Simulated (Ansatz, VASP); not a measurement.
# Ta2N in VASP and in Ansatz

INCAR

```
ALGO     = Normal         # electronic algorithm
EDIFF    = 1E-7           # SCF threshold, eV
ENCUT    = 520            # plane-wave cutoff, eV
GGA      = PE             # functional
ISIF     = 2              # what is computed and relaxed
ISMEAR   = 0              # smearing method
LASPH    = T              # aspherical terms in the spheres
LCHARG   = F              # write CHGCAR
LREAL    = F              # projectors in reciprocal space
LWAVE    = F              # write WAVECAR
NBANDS   = 20             # bands
NELM     = 60             # most SCF steps
PREC     = Accurate       # precision mode
SIGMA    = 0.1            # smearing width, eV
```

File KPOINTS:

```
k-points
0
Gamma
  15 15 10
```

The input POSCAR:

```
Ta2N
1.0
    3.3327229141      0.0000000000      0.0000000000
   -1.6663614571      2.8862227074      0.0000000000
    0.0000000000      0.0000000000      4.7755121798
Ta N
2 1
Direct
    0.6666666667      0.3333333333      0.7075646204
    0.3333333333      0.6666666667      0.2924353796
    0.0000000000      0.0000000000      0.0000000000
```

Input for Ansatz:

```yaml
crystal:
  lattice:
    - [3.3327229141, 0.0, 0.0]
    - [-1.6663614571, 2.8862227074, 0.0]
    - [0.0, 0.0, 4.7755121798]
  atoms:
    - { symbol: Ta, position: [0.6666666667, 0.3333333333, 0.7075646204] }
    - { symbol: Ta, position: [0.3333333333, 0.6666666667, 0.2924353796] }
    - { symbol: "N", position: [0.0, 0.0, 0.0] }
basis:
  ecutwfc: 420
kpoints:
  mp_grid: { grid: [15, 15, 10] }
hamiltonian:
  xc: pbe
scf:
  occupations: { method: gaussian, width: 0.1 }
output:
  forces: true
  stress: true
  eigenvalues: true
```

Alike in both runs: task single point; functional PBE; k mesh 15 × 15 × 10; occupations gaussian, width 0.1 eV; no spin polarisation.

|  | VASP | Ansatz |
| --- | --- | --- |
| version | VASP 6.6.1 | Ansatz 0.2.0 |
| potentials or method | VASP PAW PBE potentials, release 64 (Ta_pv, N) | scalar-relativistic, plane waves, PAW |
| plane-wave cutoff (eV) | 520 | 420 |
| valence electrons in the cell | 27 | 31 |

VASP gave:

```
gap on the k mesh at the Fermi level (eV)       : none
pressure (GPa)                                  : -19.5
largest component of the traceless stress (GPa) : 17.14
rms of the force components (eV/Å)              : 1.825
```

**Question.** Estimate Ansatz's values.

**Answer.** gap on the k mesh at the Fermi level (eV): none; pressure (GPa): -19.6; largest component of the traceless stress (GPa): 17.22; rms of the force components (eV/Å): 1.845.

Atom by atom the forces differ by 0.021 eV/Å (rms over components). A gap of «none» marks a metal or a gap that the smearing closes. The functional is the same, so the differences come from potentials, cutoffs and numerics. The two sets of potentials don't hold the same shells in valence.

Caveats: so large a pressure means that the cell lies far from this level's equilibrium, or that cutoff or potentials fall short (VASP); forces of over 1 eV/Å show positions far from the minimum, so gaps and moduli don't describe the material at rest. The runs have no spin-orbit coupling, so splittings on Ta are missing.
